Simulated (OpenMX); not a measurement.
# Ga in OpenMX: the effect of dispersion

The system is Ga.

```xyz
2
Lattice="4.3159 0.0000 0.0000 -3.3416 2.7314 0.0000 0.0000 0.0000 3.1700" Properties=species:S:1:pos:R:3 pbc="T T T"
Ga   -2.3231    2.3682    2.3775
Ga    3.2974    0.3633    0.7925
```

This isn't the form of Ga at room conditions, which is orthorhombic.

Alike in all runs:

| Property | Result |
| --- | --- |
| Program | OpenMX 3.8.5 |
| Task | single point |
| Functional | PBE |
| Potentials or basis | OpenMX 2013 PBE set, Ga7.0-s3p2d2, grid cutoff 500 Ry |
| k mesh | 7 × 7 × 7 |
| Occupations | fermi-dirac, width 0.05 eV |
| Spin | no spin polarisation |

Q: One run gave: pressure 4.6 GPa. Which dispersion did it use?
A. none
B. D3
C. D4
D. D3(BJ)

A: A.

```tsv
dispersion	pressure (GPa)
none	4.6
D3	3.1
D3(BJ)	1.9
D4	0.7
```

Caveats: the basis of atomic orbitals isn't converged, which shifts pressures, moduli and gaps; pairwise dispersion overbinds metals, which lowers pressure and volume (some runs).
